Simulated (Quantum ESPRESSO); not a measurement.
Write the native input for Quantum ESPRESSO 7.5 that does the following.

| Property | Result |
| --- | --- |
| Task | single point |
| Functional | PBE |
| Potentials or basis | SG15 PBE 1.2 |
| Cutoff | 952 eV |
| Density cutoff | 3810 eV |
| k mesh | 6 × 6 × 4 |
| Occupations | fermi-dirac, width 0.05 eV |
| Spin | no spin polarisation |
| Mixing beta | 0.5 |
| Most SCF iterations | 120 |
| SCF threshold | 8e-10 Ry |

The system is GaN.

```
Ga N
1.0
     3.18000    0.00000    0.00000
    -1.59000    2.75396    0.00000
     0.00000    0.00000    5.16600
Ga N
2 2
Direct
  0.66667 0.33333 0.50000
  0.33333 0.66667 0.00000
  0.66667 0.33333 0.87500
  0.33333 0.66667 0.37500
```

These files were run (other wordings do the same):

pw.in

```
&CONTROL
  calculation = 'scf'
  prefix = 'pwscf'
  outdir = './tmp'
  pseudo_dir = './pseudo'
  tprnfor = .true.
  tstress = .true.
  disk_io = 'nowf'
/
&SYSTEM
  ibrav = 0
  nat = 4
  ntyp = 2
  ecutwfc = 70
  nbnd = 26
  occupations = 'smearing'
  smearing = 'fd'
  degauss = 0.00367493
/
&ELECTRONS
  conv_thr = 8d-10
  electron_maxstep = 120
  mixing_beta = 0.5
/
ATOMIC_SPECIES
Ga    69.7230 Ga_ONCV_PBE-1.2.upf
N     14.0070 N_ONCV_PBE-1.2.upf
CELL_PARAMETERS angstrom
   3.1800000000    0.0000000000    0.0000000000
  -1.5900000000    2.7539607840    0.0000000000
   0.0000000000    0.0000000000    5.1660000000
ATOMIC_POSITIONS crystal
Ga     0.6666666667    0.3333333333    0.5000000000
Ga     0.3333333333    0.6666666667    0.0000000000
N      0.6666666667    0.3333333333    0.8750000000
N      0.3333333333    0.6666666667    0.3750000000
K_POINTS automatic
6 6 4 0 0 0
```

Potentials or basis: SG15 PBE 1.2.

Launch:

```sh
$ OMP_NUM_THREADS=1 mpirun -n 2 pw.x -nk 2 -in pw.in > pw.out
```

Results of the run:

The largest force is 0.147 eV/Å. The band gap on the k mesh is 2.02 eV, direct.

Wall time 18 s on 2 MPI ranks on Arm Neoverse V1, on a shared host, peak memory 0.16 GiB a rank.
